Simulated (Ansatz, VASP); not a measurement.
Two plane-wave programs on Ru

```xyz
2
Lattice="2.6599 0.0000 0.0000 -1.3300 2.3036 0.0000 0.0000 0.0000 4.2093" Properties=species:S:1:pos:R:3 pbc="T T T"
Ru    0.0000    1.5357    1.0523
Ru    1.3300    0.7679    3.1570
```

Alike in both runs: task single point; functional r2SCAN; k mesh 12 × 12 × 7; occupations fermi-dirac, width 0.1 eV; no spin polarisation.

|  | VASP | Ansatz |
| --- | --- | --- |
| version | VASP 6.6.1 | Ansatz 0.2.0 |
| potentials or method | VASP PAW PBE potentials, release 64 (Ru_pv) | plane waves, PAW |
| plane-wave cutoff (eV) | 520 | 600 |
| valence electrons in the cell | 28 | 32 |

|  | VASP | Ansatz | Ansatz less VASP |
| --- | --- | --- | --- |
| pressure (GPa) | 19.0 | 17.1 | -1.88 |
| largest component of the traceless stress (GPa) | 0.45 | 0.33 | -0.115 |

The two sets of potentials don't hold the same shells in valence.

Caveats: so large a pressure means that the cell lies far from this level's equilibrium, or that cutoff or potentials fall short (VASP); the potentials were made for another functional, which shifts forces and pressure (VASP).
